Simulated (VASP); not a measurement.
## SnO2: dielectric tensor with PBEsol

SnO2:

```xyz
6
Lattice="-2.0001 2.0001 5.1237 2.0001 -2.0001 5.1237 2.0001 2.0001 -5.1237" Properties=species:S:1:pos:R:3 pbc="T T T"
Sn    0.0000    0.0000    0.0000
Sn    0.0000    2.0001    2.5618
O     0.0000    2.0001    0.4767
O     0.0000    0.0000    2.0851
O     0.0000    2.0001    4.6469
O     0.0000    0.0000    8.1623
```

Measurements of this composition are mostly on another form, of space group No. 136.

```
Program                : VASP 6.6.1
Task                   : dielectric tensor
Functional             : PBEsol
Potentials or basis    : VASP PAW PBE potentials, release 64 (Sn_d, O)
Cutoff                 : 520 eV
k mesh                 : 9 × 9 × 9
Occupations            : gaussian, width 0.02 eV
Spin                   : no spin polarisation
Further INCAR settings : ALGO = Normal; EDIFF = 1e-08
```

- Band gap on the k mesh: 1.55 eV, indirect (least direct gap 1.94 eV)
- Electronic dielectric tensor (diagonal): 4.11, 4.11, 4.22
- Born charges (mean of the diagonal): Sn +4.12; O -2.06 e

Levels at points of the mesh, in eV from the valence-band top:
| k point | band 23 | band 24 | band 25 | band 26 | band 27 | band 28 | band 29 | band 30 |
| --- | --- | --- | --- | --- | --- | --- | --- | --- |
| (0.00, 0.00, 0.00) | -0.67 | -0.67 | -0.39 | -0.39 | 1.55 | 5.49 | 9.23 | 9.67 |

Electronic dielectric tensor:
```
4.11 0.00 0.00
0.00 4.11 0.00
0.00 0.00 4.22
```

Born effective charge tensors (e):
atom 1, Sn
```
4.13 0.00 0.00
0.00 4.13 0.00
0.00 0.00 4.11
```
atom 2, Sn
```
4.13 0.00 0.00
0.00 4.13 0.00
0.00 0.00 4.11
```
atom 3, O
```
-1.16  0.00  0.00
 0.00 -2.96  0.00
 0.00  0.00 -2.06
```
atom 4, O
```
-1.16  0.00  0.00
 0.00 -2.96  0.00
 0.00  0.00 -2.06
```
atom 5, O
```
-2.96  0.00  0.00
 0.00 -1.16  0.00
 0.00  0.00 -2.06
```
atom 6, O
```
-2.96  0.00  0.00
 0.00 -1.16  0.00
 0.00  0.00 -2.06
```

Wall time 66 min on 1 thread of Intel(R) Xeon(R) Platinum 8488C (Sapphire Rapids) (shared host), peak memory 0.94 GiB.

Caveat: spin-orbit coupling is left out, which moves the levels of the heavy elements; an odd mesh through Γ misses points on the zone boundary, where band edges often lie.
